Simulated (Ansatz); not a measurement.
# Relaxation of TiS₂

Method: Ansatz 0.2.0, DFT PBE+D3(BJ), scalar-relativistic, plane waves, PAW. Settings: 420 eV cutoff, 15×15×8 k-mesh, Gaussian smearing of 0.10 eV, no spin polarisation.

What was changed: biaxial strain in the a-b plane, c and atoms relaxed: +3.0 %.

Input:

```yaml
crystal:
  lattice:
    - [3.4613627262, 0.0, 0.0]
    - [-1.7306813631, 2.9976280526, 0.0]
    - [0.0, 0.0, 5.42075693]
  atoms:
    - { symbol: Ti, position: [0.0, 0.0, 0.0] }
    - { symbol: S, position: [0.3333333333, 0.6666666667, 0.2563394001] }
    - { symbol: S, position: [0.6666666667, 0.3333333333, 0.7436605999] }
basis:
  ecutwfc: 420
kpoints:
  mp_grid: { grid: [15, 15, 8] }
hamiltonian:
  xc: pbe
  dispersion: d3bj
scf:
  occupations: { method: gaussian, width: 0.1 }
output:
  forces: true
  stress: true
  eigenvalues: true
relax:
  adjacent_minimum: "off"
  f_tol: 0.008
  max_steps: 40
  cell: { stress_tol: 0.015, fix: [a, b, gamma] }
```

F is the free energy. Steps run on the plane waves of an earlier cell, but the last one, and at times one on the way, on a freshly chosen basis, so a repeated geometry can differ a little in energy. The held parts of the cell keep their stress, so P needn't end at zero.

Steps:

```csv
step,F − F(1) (eV),largest force component (eV/Å),V (Å³/atom),P (GPa)
1,0.0000,0.065,18.748,-3.26
2,-0.0005,0.050,18.934,-2.95
3,-0.0008,0.004,18.876,-3.10
4,-0.0008,0.001,18.877,-3.11
5,-0.0008,0.001,18.877,-3.11
```

Relaxed structure:

```cif
data_structure
_symmetry_space_group_name_H-M 'P 1'
_symmetry_Int_Tables_number 1
_cell_length_a 3.4614
_cell_length_b 3.4614
_cell_length_c 5.4579
_cell_angle_alpha 90.000
_cell_angle_beta 90.000
_cell_angle_gamma 120.000
_cell_volume 56.63
loop_
_atom_site_label
_atom_site_type_symbol
_atom_site_fract_x
_atom_site_fract_y
_atom_site_fract_z
_atom_site_occupancy
Ti1 Ti 0.00000 0.00000 0.00000 1
S1 S 0.33333 0.66667 0.25397 1
S2 S 0.66667 0.33333 0.74603 1
```

The structure is trigonal, space group P-3m1 (No. 164). The conventional cell has a = 3.461 Å, b = 3.461 Å, c = 5.458 Å, α = 90.00°, β = 90.00°, γ = 120.00°. Around Ti (site symmetry -3m) lie 6 S at 2.43 Å. S (site symmetry 3m) is surrounded by 3 Ti at 2.43 Å.

The run converged. The run took roughly 20 core-seconds.